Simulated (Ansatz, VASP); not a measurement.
KF in VASP and in Ansatz

INCAR

```
ALGO = Normal
EDIFF = 1E-6
ENCUT = 520
GGA = PE
ISIF = 2
ISMEAR = 0
LASPH = True
LCHARG = True
LELF = True
LREAL = False
LVHAR = True
LWAVE = False
NBANDS = 15
NELM = 60
PREC = Accurate
SIGMA = 0.05
```

File KPOINTS:

```
k-points
0
Gamma
  8 8 8
```

Contents of POSCAR:

```
KF
1.0
    0.0000000000      2.7403375000      2.8071750000
    2.7403375000      0.0000000000      2.8071750000
    2.7403375000      2.7403375000      0.0000000000
K F
1 1
Direct
    0.0000000000      0.0000000000      0.0000000000
    0.5000000000      0.5000000000      0.5000000000
```

Input for Ansatz:

```yaml
crystal:
  lattice:
    - [0.0, 2.7403375, 2.807175]
    - [2.7403375, 0.0, 2.807175]
    - [2.7403375, 2.7403375, 0.0]
  atoms:
    - { symbol: K, position: [0.0, 0.0, 0.0] }
    - { symbol: F, position: [0.5, 0.5, 0.5] }
basis:
  ecutwfc: 420
kpoints:
  mp_grid: { grid: [8, 8, 8] }
hamiltonian:
  xc: pbe
scf:
  occupations: { method: gaussian, width: 0.05 }
output:
  forces: true
  stress: true
  eigenvalues: true
```

Change from the starting cell: strain +0.025 along x and y, +0.050 along z, atoms carried along.

Alike in both runs: task single point; functional PBE; k mesh 8 × 8 × 8; occupations gaussian, width 0.05 eV; no spin polarisation.

|  | VASP | Ansatz |
| --- | --- | --- |
| version | VASP 6.6.1 | Ansatz 0.2.0 |
| potentials or method | VASP PAW PBE potentials, release 64 (K_sv, F) | scalar-relativistic, plane waves, PAW |
| plane-wave cutoff (eV) | 520 | 420 |
| valence electrons in the cell | 16 | 16 |

VASP gave:

```
gap on the k mesh at the Fermi level (eV)       : 5.66
least direct gap on the mesh (eV)               : 5.66
pressure (GPa)                                  : -1.4
largest component of the traceless stress (GPa) : 0.49
```

Problem. Which values does Ansatz return?

Solution. gap on the k mesh at the Fermi level (eV): 5.68; least direct gap on the mesh (eV): 5.68; pressure (GPa): -1.4; largest component of the traceless stress (GPa): 0.47.

A k mesh can miss the band edges.
